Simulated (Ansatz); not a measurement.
Here is an Ansatz 0.2.0 calculation.

Contents of input.yaml:

```yaml
crystal:
  lattice:
    - [0.0, 2.96575, 2.96575]
    - [2.96575, 0.0, 2.96575]
    - [2.96575, 2.96575, 0.0]
  atoms:
    - { symbol: Pb, position: [0.0, 0.0, 0.0] }
    - { symbol: S, position: [0.5, 0.5, 0.5] }
hamiltonian:
  xc: pbesol
  pseudopotentials: { kind: paw }
kpoints:
  mp_grid: { grid: [8, 8, 8] }
scf:
  occupations: { method: fixed }
output:
  eigenvalues: true
dielectric:
  method: response
```

Potentials or basis: Ansatz PAW.

Command:

```sh
$ ansatz run input.yaml --threads 2 --pin off --max-ram 5120MiB --backend cpu --events-out ev --progress --plain --runs-dir out
```

Problem. Predict the electronic dielectric tensor (diagonal).

Solution. 19.00.

Problem. Estimate the Born charges (mean of the diagonal).

Solution. Pb +4.43; S -4.43 e.

Problem. Predict the band gap on the k mesh.

Solution. 0.25 eV, direct.

Born effective charge tensors (e):
atom 1, Pb
```
4.43 0.00 0.00
0.00 4.43 0.00
0.00 0.00 4.43
```
atom 2, S
```
-4.43  0.00  0.00
 0.00 -4.43  0.00
 0.00  0.00 -4.43
```

Caveat: the gap is small at this level, which inflates the dielectric constant; spin-orbit coupling is left out, which as a rule narrows the gap of such compounds by several tenths of an eV.

**What was measured.**

A printed reference work, monograph reports, for a bulk crystal of PbS at 300 K: high-frequency dielectric constant 17.2.

A measured high-frequency dielectric constant of PbS is 17.2 (300 K; a printed reference work, monograph); the calculated 19.00 misses it by +10.4 %.
